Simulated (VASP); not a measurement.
BN (Qingsongite): single point with LDA

**What was measured.**

A printed reference work, monograph reports, for a bulk crystal of BN at 300 K: band gap 6.4 eV (indirect).

The system is BN (Qingsongite).

```
B N
1.0
     0.00000    1.78924    1.78924
     1.78924    0.00000    1.78924
     1.78924    1.78924    0.00000
B N
1 1
Direct
  0.00000 0.00000 0.00000
  0.25000 0.25000 0.25000
```

```json
{"Program": "VASP 6.6.1", "Task": "single point", "Functional": "LDA", "Potentials or basis": "VASP PAW LDA potentials, release 64 (B, N)", "Cutoff": "520 eV", "k mesh": "10 × 10 × 10", "Occupations": "gaussian, width 0.01 eV", "Spin": "no spin polarisation"}
```

- Pressure: 1.7 GPa
- Band gap on the k mesh: 4.38 eV, indirect (least direct gap 8.83 eV)

Levels at points of the mesh, in eV from the valence-band top:
| k point | band 1 | band 2 | band 3 | band 4 | band 5 | band 6 | band 7 | band 8 |
| --- | --- | --- | --- | --- | --- | --- | --- | --- |
| (0.00, 0.00, 0.00) | -20.42 | 0.00 | 0.00 | 0.00 | 8.83 | 8.83 | 8.83 | 10.94 |
| (0.50, 0.00, 0.00) | -15.99 | -11.00 | -2.01 | -2.01 | 10.61 | 10.73 | 10.73 | 15.33 |
| (0.50, 0.50, 0.00) | -14.57 | -9.09 | -5.08 | -5.08 | 4.38 | 9.32 | 18.17 | 18.17 |

It took 6.5 s on 1 thread of Intel Xeon 8259CL (shared host), peak memory 0.11 GiB.

Measured gap of BN: 6.4 eV (indirect; 300 K; a printed reference work, monograph). This calculation gives 4.38 eV (-2.02 eV). The value is that of LDA on a finite k mesh, which can miss the band edges, without temperature or zero-point motion. Semilocal functionals fall short of measured gaps as a rule.
